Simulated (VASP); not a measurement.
## KBr: single point with PBE

Crystal: KBr.

```xyz
2
Lattice="0.0000 3.3519 3.3519 3.3519 0.0000 3.3519 3.3519 3.3519 0.0000" Properties=species:S:1:pos:R:3 pbc="T T T"
K     0.0000    0.0000    0.0000
Br    3.3519    3.3519    3.3519
```

The cell is a database's computed one.

The cell isn't the ideal one: cell and atoms relaxed from 1.08 times the given volume.

- Program: VASP 6.6.1
- Task: single point
- Functional: PBE
- Potentials or basis: VASP PAW PBE potentials, release 64 (K_sv, Br)
- Cutoff: 520 eV
- k mesh: 7 × 7 × 7
- Occupations: fermi-dirac, width 0.02 eV
- Spin: no spin polarisation

```json
{
  "Pressure": "0.0 GPa",
  "Band gap on the k mesh": "4.31 eV, direct"
}
```

Levels at points of the mesh, in eV from the valence-band top:
| k point | band 5 | band 6 | band 7 | band 8 | band 9 | band 10 | band 11 | band 12 |
| --- | --- | --- | --- | --- | --- | --- | --- | --- |
| (0.00, 0.00, 0.00) | -11.36 | 0.00 | 0.00 | 0.00 | 4.31 | 7.59 | 7.59 | 7.59 |

It took 29 s on 1 thread of Intel(R) Xeon(R) Platinum 8488C (Sapphire Rapids) (shared host), peak memory 0.2 GiB.

Caveat: an odd mesh through Γ misses points on the zone boundary, where band edges often lie.
